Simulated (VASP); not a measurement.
Write the native input for VASP 6.6.1 that does the following.

| Item | Value |
| --- | --- |
| Task | single point |
| Functional | PBE |
| Potentials or basis | VASP PAW PBE potentials, release 64 (Sb) |
| Cutoff | 520 eV |
| k mesh | 4 × 4 × 4 |
| Occupations | gaussian, width 0.1 eV |
| Spin | no spin polarisation |
| Dipole correction | no |
| Further INCAR settings | LREAL = Auto; ALGO = Fast; EDIFF = 1e-06; NBANDS = 62 |

The structure of Sb (a cell with a defect) lies in POSCAR:

```
Sb
1.0
    6.2209225141     -6.2209225141      3.1104612571
   -6.2209225141      3.1104612571      6.2209225141
   -6.2209225141     -3.1104612571     -6.2209225141
Sb
19
Direct
    0.1963725109      0.2958895492      0.8981262266
    0.3977633226      0.6018737734      0.7982462843
    0.6022366774      0.8981262266      0.7017537157
    0.0000000000      0.4951238923      0.4951238923
    0.1963725109      0.7982462843      0.4004829616
    0.6058773065      0.1638150203      0.9420622862
    0.7986897861      0.4508350691      0.8478547170
    0.2013102139      0.0491649309      0.6521452830
    0.3941226935      0.3361849797      0.5579377138
    0.6029803521      0.6521452830      0.4508350691
    0.7782472660      0.9420622862      0.3361849797
    0.0000000000      0.2500000000      0.2500000000
    0.2217527340      0.5579377138      0.1638150203
    0.3970196479      0.8478547170      0.0491649309
    0.8036274891      0.2041104508      0.6018737734
    0.3977633226      0.0995170384      0.2958895492
    0.6022366774      0.4004829616      0.2041104508
    0.8036274891      0.7017537157      0.0995170384
    0.0000000000      0.0048761077      0.0048761077
```

The cell isn't the ideal one: Sb vacancy, atoms relaxed.

The input as run:

INCAR

```
PREC = Accurate
ENCUT = 520
EDIFF = 1E-6
ISMEAR = 0
SIGMA = 0.1
LREAL = Auto
LASPH = T
NELM = 100
ALGO = Fast
ISIF = 2
LWAVE = F
LCHARG = F
GGA = PE
NBANDS = 62
```

KPOINTS

```
Automatic mesh
0
Gamma
  4 4 4
```

Potentials or basis: VASP PAW PBE potentials, release 64 (Sb).

The run is started by

```sh
$ cat potpaw_PBE.64/Sb/POTCAR > POTCAR
$ mpirun -np 1 vasp_std > vasp.out
```

Results of the run:

```
Pressure               : -0.7 GPa
Largest force          : 0.020 eV/Å
Band gap on the k mesh : none (metal or under the smearing width)
```

Wall time 8 min on 1 thread of Intel(R) Xeon(R) 6975P-C (Granite Rapids) (shared host), peak memory 0.84 GiB.
